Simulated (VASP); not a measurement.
# ZnO (P6_3/mmc) in VASP: further runs

The runs below take ZnO through single point, with PBEsol.

All numbers are computed with VASP 6.6.1; they aren't measurements. Logs are shortened: lines on timing, memory, paths and dates and some standing lists are left out, and cuts for length are marked.

### Step 1. The undisturbed crystal

The structure is hexagonal, space group P6_3/mmc (No. 194). The conventional cell has a = 3.288 Å, b = 3.288 Å, c = 7.130 Å, α = 90.00°, β = 90.00°, γ = 120.00°. Zn (site symmetry -6m2) is surrounded by 3 O at 1.90 Å. O (site symmetry -6m2) has 3 Zn at 1.90 Å as nearest neighbours.

Measurements of this composition are mostly on another form, of space group No. 186.

### Step 2. Single point, PBEsol (grid = ENCUT=400 dk=0.45 cell=2x2x1 ISMEAR=0 SIGMA=0.02 LREAL=Auto EDIFF=1e-06)

File INCAR:

```
  ALGO = Fast
  EDIFF = 1E-6
  ENCUT = 400
  GGA = PS
  ISIF = 2
  ISMEAR = 0
  LASPH = True
  LCHARG = False
  LREAL = Auto
  LWAVE = False
  NBANDS = 80
  NELM = 120
  PREC = Accurate
  SIGMA = 0.02
```

File KPOINTS:

```
k-points
0
Gamma
  3 3 2
```

File POSCAR:

```
ZnO
1.0
    6.5759343174      0.0000000000      0.0000000000
   -3.2879671586      5.6949261724      0.0000000000
    0.0000000000      0.0000000000      7.1304413500
O Zn
8 8
Direct
    0.0000000000      0.0000000000      0.2500000000
    0.3333333334      0.1666666666      0.7500000000
    0.3333333334      0.6666666666      0.7500000000
    0.8333333333      0.1666666666      0.7500000000
    0.8333333333      0.6666666666      0.7500000000
    0.1666666666      0.3333333334      0.2500000000
    0.6666666666      0.3333333334      0.2500000000
    0.6666666666      0.8333333333      0.2500000000
    0.0000000000      0.5000000000      0.2500000000
    0.5000000000      0.0000000000      0.2500000000
    0.5000000000      0.5000000000      0.2500000000
    0.0000000000      0.0000000000      0.7500000000
    0.0000000000      0.5000000000      0.7500000000
    0.5000000000      0.0000000000      0.7500000000
    0.5000000000      0.5000000000      0.7500000000
    0.1666666666      0.8333333333      0.2500000000
```

Potentials or basis: VASP PAW PBE potentials, release 64 (O, Zn).

Command:

```console
$ cat potpaw_PBE.64/O/POTCAR potpaw_PBE.64/Zn/POTCAR > POTCAR
$ mpirun -np 1 vasp_std > vasp.out
```

OUTCAR:

```text
EDIFF = 1E-6
   ENCUT = 400
   GGA = PS
   ISIF = 2
   ISMEAR = 0
   LASPH = True
   LREAL = Auto
   NELM = 120
   PREC = Accurate

 Found      8 irreducible k-points:

 Following reciprocal coordinates:
            Coordinates               Weight
  0.000000  0.000000  0.000000      1.000000
  0.333333  0.000000  0.000000      4.000000
 -0.333333  0.333333  0.000000      2.000000
  0.333333  0.333333  0.000000      2.000000
  0.000000  0.000000  0.500000      1.000000
  0.333333  0.000000  0.500000      4.000000
   k-points           NKPTS =      8   k-points in BZ     NKDIM =      8   number of bands    NBANDS=     80
   number of dos      NEDOS =    301   number of ions     NIONS =     16
   total plane-waves  NPLWV = 110592
   dimension x,y,z NGX =    48 NGY =   48 NGZ =   48
   dimension x,y,z NGXF=    96 NGYF=   96 NGZF=   96
   ions per type =               8   8
   NGX,Y,Z   is equivalent  to a cutoff of  12.13, 12.13, 11.19 a.u.
   NGXF,Y,Z  is equivalent  to a cutoff of  24.27, 24.27, 22.38 a.u.
 SYSTEM =  unknown system
   PREC   = accura    normal or accurate (medium, high low for compatibility)
   ISTART =      0    job   : 0-new  1-cont  2-samecut
   ICHARG =      2    charge: 1-file 2-atom 10-const
   ISPIN  =      1    spin polarized calculation?
   LNONCOLLINEAR =      F non collinear calculations
   LSORBIT =      F    spin-orbit coupling
   LASPH  =      T    aspherical Exc in radial PAW
   ENCUT  =  400.0 eV  29.40 Ry    5.42 a.u.  10.72 10.72 11.63*2*pi/ulx,y,z
   NELM   =    120;   NELMIN=  2; NELMDL= -5     # of ELM steps
   EDIFF  = 0.1E-05   stopping-criterion for ELM
   LREAL  =      T    real-space projection
   EDIFFG = 0.1E-04   stopping-criterion for IOM
   NSW    =      0    number of steps for IOM
   IBRION =     -1    ionic relax: 0-MD 1-quasi-New 2-CG
   NFREE  =      0    steps in history (QN), initial steepest desc. (CG)
   ISIF   =      2    stress and relaxation
   ISYM   =      2    0-nonsym 1-usesym 2-fastsym
   POTIM  = 0.5000    time-step for ionic-motion
   TEBEG  =    0.0;   TEEND  =   0.0 temperature during run
   PSTRESS=    0.0 pullay stress
   NELECT =     144.0000    total number of electrons
   NUPDOWN=      -1.0000    fix difference up-down
   EMIN   =  10.00;   EMAX   =-10.00  energy-range for DOS
   EFERMI =   0.00;   METHOD = LEGACY
   ISMEAR =     0;   SIGMA  =   0.02  broadening in eV -4-tet -1-fermi 0-gaus
   EFERMI_NEDOS =   21; number of points for ismear=-14 and -15
   IALGO  =     68    algorithm
   IMIX   =      4    mixing-type and parameters
     AMIX     =   0.40;   BMIX     =  1.00
     AMIX_MAG =   1.60;   BMIX_MAG =  1.00
  volume/ion in A,a.u.               =      16.69       112.63
  Fermi-wavevector in a.u.,A,eV,Ry     =   1.332524  2.518105 24.158775  1.775620
  Thomas-Fermi vector in A             =   2.461452
   LORBIT       =      0    0 simple, 1 ext, 2 COOP (PROOUT), +10 PAW based schemes
   GGA     = PS    functional components
   LHFCALC =     F    Hartree Fock is set to
   AEXX    =    0.0000 exact exchange contribution
   IVDW    =     0    specifies the selected vdW correction
   LEPSILON=     F    determine dielectric tensor
   LRPA    =     F    only Hartree local field effects (RPA)
 non-spin polarized calculation
 RMM-DIIS sequential band-by-band and
 Gauss-broadening in eV      SIGMA  =   0.02
  energy-cutoff  :      400.00
  volume of cell :      267.03
 maximum number of plane-waves:      4883
 NGX is ok and might be reduce to    48
   NGX = 21   NGY = 21   NGZ = 23

 number of electron     143.9999852 magnetization

 Free energy of the ion-electron system (eV)
  ---------------------------------------------------
  ext. energy  EPLUGINS =         0.00000000
  ---------------------------------------------------
  free energy    TOTEN  =       -62.91294910 eV

  energy without entropy =      -62.91294910  energy(sigma->0) =      -62.91294910

 E-fermi :  -0.1997     XC(G=0):  -9.2054

 val. band max:       -0.3325850067   @ k =  -0.3333   0.3333   0.5000
 cond. band min:      -0.0611369356   @ k =   0.3333   0.0000   0.0000
 fundamental gap:      0.2714480711
 Fermi energy:        -0.1996511897

 k-point     1 :       0.0000    0.0000    0.0000
  band No.  band energies     occupation
      1     -18.8621      2.00000
      2     -18.4812      2.00000
      3     -18.1726      2.00000
      4     -17.7380      2.00000
      5     -17.6894      2.00000
      6     -17.6255      2.00000
[... 72 lines left out ...]
     79       4.0387      0.00000
     80       4.8170      0.00000

 k-point     2 :       0.3333    0.0000    0.0000
  band No.  band energies     occupation
      1     -18.7838      2.00000
      2     -18.5156      2.00000
      3     -18.0620      2.00000
      4     -17.8127      2.00000
      5     -17.7273      2.00000
      6     -17.7167      2.00000
[... 72 lines left out ...]
     79       4.0688      0.00000
     80       4.4634      0.00000

 k-point     3 :      -0.3333    0.3333    0.0000
  band No.  band energies     occupation
      1     -18.8065      2.00000
      2     -18.5257      2.00000
      3     -18.0581      2.00000
      4     -17.8314      2.00000
      5     -17.6926      2.00000
      6     -17.6275      2.00000
[... 72 lines left out ...]
     79       4.0619      0.00000
     80       4.2082      0.00000

 k-point     4 :       0.3333    0.3333    0.0000
  band No.  band energies     occupation
      1     -18.7443      2.00000
      2     -18.5482      2.00000
      3     -17.9393      2.00000
      4     -17.8765      2.00000
      5     -17.8008      2.00000
      6     -17.7271      2.00000
[... 72 lines left out ...]
     79       3.7218      0.00000
     80       4.0807      0.00000

 k-point     5 :       0.0000    0.0000    0.5000
  band No.  band energies     occupation
      1     -18.8613      2.00000
      2     -18.4804      2.00000
      3     -18.1750      2.00000
      4     -17.7376      2.00000
      5     -17.6880      2.00000
      6     -17.6260      2.00000
[... 72 lines left out ...]
     79       4.2460      0.00000
     80       4.9075      0.00000

 k-point     6 :       0.3333    0.0000    0.5000
  band No.  band energies     occupation
      1     -18.7828      2.00000
      2     -18.5149      2.00000
      3     -18.0629      2.00000
      4     -17.8111      2.00000
      5     -17.7258      2.00000
      6     -17.7200      2.00000
[... 72 lines left out ...]
     79       4.6835      0.00000
     80       4.7966      0.00000

 [... further k-points ...]

------------------------ aborting loop because EDIFF is reached ----------------------------------------

  FORCE on cell =-STRESS in cart. coord.  units (eV):
  Direction    XX          YY          ZZ          XY          YZ          ZX
  --------------------------------------------------------------------------------------
  -------------------------------------------------------------------------------------
  Total       -3.1466883      5.4764663     -8.4407011      7.4678709      0.0000000     -0.0000000
  in kB      -18.8800146     32.8585978    -50.6438979     44.8069527      0.0000000     -0.0000000
  external PRESSURE =     -12.2217716 kB  Pullay stress =       0.0000000 kB

 VOLUME and BASIS-vectors are now :
 -----------------------------------------------------------------------------
  energy-cutoff  :      400.00
  volume of cell :      267.03
      direct lattice vectors                 reciprocal lattice vectors
     6.575934317  0.000000000  0.000000000     0.152069645  0.087797451  0.000000000
    -3.287967159  5.694926172  0.000000000     0.000000000  0.175594901  0.000000000
     0.000000000  0.000000000  7.130441350     0.000000000  0.000000000  0.140243773

 POSITION                                       TOTAL-FORCE (eV/Angst)
 -----------------------------------------------------------------------------------
      0.00000      0.00000      1.78261         0.007039     -0.004064      0.000000
      1.64398      0.94915      5.34783         0.130958     -0.010410      0.000000
      0.00000      3.79662      5.34783        -0.069231      0.039970      0.000000
      4.93195      0.94915      5.34783        -0.137681      0.079490      0.000000
      3.28797      3.79662      5.34783         0.074494     -0.108208      0.000000
     -0.00000      1.89831      1.78261         0.586315      0.800264      0.000000
[... 8 lines left out ...]
      1.64398      2.84746      5.34783         0.025278     -0.014594      0.000000
     -1.64398      4.74577      1.78261        -8.353350      4.822809      0.000000
 -----------------------------------------------------------------------------------
    total drift:                                0.000136     -0.000078     -0.000000

  FREE ENERGIE OF THE ION-ELECTRON SYSTEM (eV)
  ---------------------------------------------------
  free  energy   TOTEN  =       -62.9129490975 eV

  energy  without entropy=      -62.9129490975  energy(sigma->0) =      -62.91294910
```

Wall time 3.3 min (1 thread of Intel Xeon Platinum 8559C (Emerald Rapids), shared host); peak memory 0.35 GiB.

These settings aren't checked as converged: the numbers below hold their error.

What came out:

```
Free energy            : -62.9129 eV
Largest force          : 9.646 eV/Å
Band gap on the k mesh : 0.27 eV, indirect (least direct gap 0.36 eV)
```

Caveat: the k mesh is coarse (spacing up to 0.44 Å⁻¹), so the values aren't converged; the cutoff is under 1.25 times the usual one of these potentials, so pressure, stress and relaxed cells hold a basis-set (Pulay) error; the PAW data sets were made with another functional, which shifts forces and pressure a little.

### Step 3. Single point, PBEsol (grid = ENCUT=400 dk=0.45 cell=2x2x1 ISMEAR=0 SIGMA=0.05 LREAL=Auto EDIFF=0.0001)

Changes to INCAR since step 2:

```diff
@@ -1,3 +1,3 @@
   ALGO = Fast
-  EDIFF = 1E-6
+  EDIFF = 1E-4
   ENCUT = 400
@@ -13,2 +13,2 @@
   PREC = Accurate
-  SIGMA = 0.02
+  SIGMA = 0.05
```

KPOINTS is that of step 2.

POSCAR is that of step 2.

Potentials or basis: VASP PAW PBE potentials, release 64 (O, Zn).

Command:

```console
$ cat potpaw_PBE.64/O/POTCAR potpaw_PBE.64/Zn/POTCAR > POTCAR
$ mpirun -np 1 vasp_std > vasp.out
```

Run time: 2.7 min. Hardware: 1 thread of Intel Xeon Platinum 8559C (Emerald Rapids), shared host; peak memory 0.35 GiB.

These settings aren't checked as converged: the numbers below hold their error.

Results:

```
Free energy            : -62.9129 eV
Largest force          : 9.646 eV/Å
Band gap on the k mesh : 0.27 eV, indirect (least direct gap 0.36 eV)
```

Caveat: the k mesh is coarse (spacing up to 0.44 Å⁻¹), so the values aren't converged; the cutoff is under 1.25 times the usual one of these potentials, so pressure, stress and relaxed cells hold a basis-set (Pulay) error; the PAW data sets were made with another functional, which shifts forces and pressure a little.

### Step 4. Single point, PBEsol (grid = ENCUT=460 dk=0.45 cell=2x2x1 ISMEAR=0 SIGMA=0.05 LREAL=Auto EDIFF=1e-06)

Changes to INCAR since step 3:

```diff
@@ -1,4 +1,4 @@
   ALGO = Fast
-  EDIFF = 1E-4
-  ENCUT = 400
+  EDIFF = 1E-6
+  ENCUT = 460
   GGA = PS
```

KPOINTS is that of step 3.

POSCAR is that of step 3.

Command:

```console
$ cat potpaw_PBE.64/O/POTCAR potpaw_PBE.64/Zn/POTCAR > POTCAR
$ mpirun -np 1 vasp_std > vasp.out
```

Wall time 3.2 min (1 thread of Intel Xeon Platinum 8559C (Emerald Rapids), shared host); peak memory 0.37 GiB.

The run converged, but some of its settings lie outside the range that counts as converged, so its numbers aren't taken as properties of the crystal.

What came out:

- Free energy: -62.8385 eV
- Pressure: 1.6 GPa
- Largest force: 9.638 eV/Å
- Band gap on the k mesh: 0.27 eV, indirect (least direct gap 0.36 eV)

Caveat: the k mesh is coarse (spacing up to 0.44 Å⁻¹), so the values aren't converged; the cutoff is under 1.25 times the usual one of these potentials, so pressure, stress and relaxed cells hold a basis-set (Pulay) error; the PAW data sets were made with another functional, which shifts forces and pressure a little.
